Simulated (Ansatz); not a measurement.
# Mg: the cost of one run

Program: Ansatz 0.2.0. Level of theory: DFT PBE, scalar-relativistic, plane waves, PAW. These are calculated values, not measurements.

## (1) Starting point

Symmetry: Im-3m, No. 229, cubic system. Conventional cell: a = 3.580 Å, b = 3.580 Å, c = 3.580 Å, α = 90.00°, β = 90.00°, γ = 90.00°. Around Mg (site symmetry m-3m) lie 8 Mg at 3.10 Å.

As a file:

```cif
data_structure
_symmetry_space_group_name_H-M 'P 1'
_symmetry_Int_Tables_number 1
_cell_length_a 3.1002
_cell_length_b 3.1002
_cell_length_c 3.1002
_cell_angle_alpha 109.471
_cell_angle_beta 109.471
_cell_angle_gamma 109.471
_cell_volume 22.94
loop_
_atom_site_label
_atom_site_type_symbol
_atom_site_fract_x
_atom_site_fract_y
_atom_site_fract_z
_atom_site_occupancy
Mg1 Mg 0.00000 0.00000 0.00000 1
```

This cell comes from an earlier session at PBE: 22.939 Å³/atom at -0.01 GPa, on a 18×18×18 mesh.

## (2) Volume × 0.96

input.yaml reads:

```yaml
crystal:
  lattice:
    - [-1.7657346569, 1.7657346569, 1.7657346569]
    - [1.7657346569, -1.7657346569, 1.7657346569]
    - [1.7657346569, 1.7657346569, -1.7657346569]
  atoms:
    - { symbol: Mg, position: [0.0, 0.0, 0.0] }
basis:
  ecutwfc: 420
  ecutrho_ratio: 4
kpoints:
  mp_grid: { grid: [18, 18, 18] }
hamiltonian:
  xc: pbe
scf:
  occupations: { method: gaussian, width: 0.05 }
output:
  forces: true
  stress: true
  eigenvalues: true
```

Command:

```
> ansatz run input.yaml --threads 1 --pin off --max-ram 2560MiB --backend cpu --events-out ev --progress --plain --runs-dir out
```

**Question.** How long does this run take on 1 thread of AMD EPYC (Zen 3), shared host, and how much memory does it need?

About 4.2 s, with a peak of 0.32 GiB.
